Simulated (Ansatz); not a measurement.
CsPbI3:
Space group Pm-3m (No. 221); a = 6.3904 Å, b = 6.3904 Å, c = 6.3904 Å, α = 90.00°, β = 90.00°, γ = 90.00°

| atom | site | symmetry | x | y | z |
|---|---|---|---|---|---|
| Cs | 1b | m-3m | 0.5000 | 0.5000 | 0.5000 |
| Pb | 1a | m-3m | 0.0000 | 0.0000 | 0.0000 |
| I | 3d | 4/mm.m | 0.0000 | 0.0000 | 0.5000 |

Relaxed with PBE. 

Problem. HSE06 on this cell (Ansatz, a quantum-chemistry and plane-wave program, PAW) gives a gap of 1.95 eV. What does PBE give?

Solution. 1.48 eV.

Cost on shared cores: the PBE run (SCF on a 5×5×5 mesh, then bands and DOS) about 90 core-seconds (a rough figure), the HSE06 run (SCF on 3×3×3, then a few points) about 6 core-minutes (a rough figure); the tasks are unlike.

This is a known high-temperature phase of the composition, computed here at zero pressure and temperature. The cell was relaxed with PBE under the symmetry of its start; of distortions, only those at the zone centre were tested, and some modes there are weakly imaginary. Scalar-relativistic: spin–orbit coupling is off unless named, which matters more the heavier the elements.

Potentials: the later of the program's two PAW sets.

Ansatz is a plane-wave DFT program.
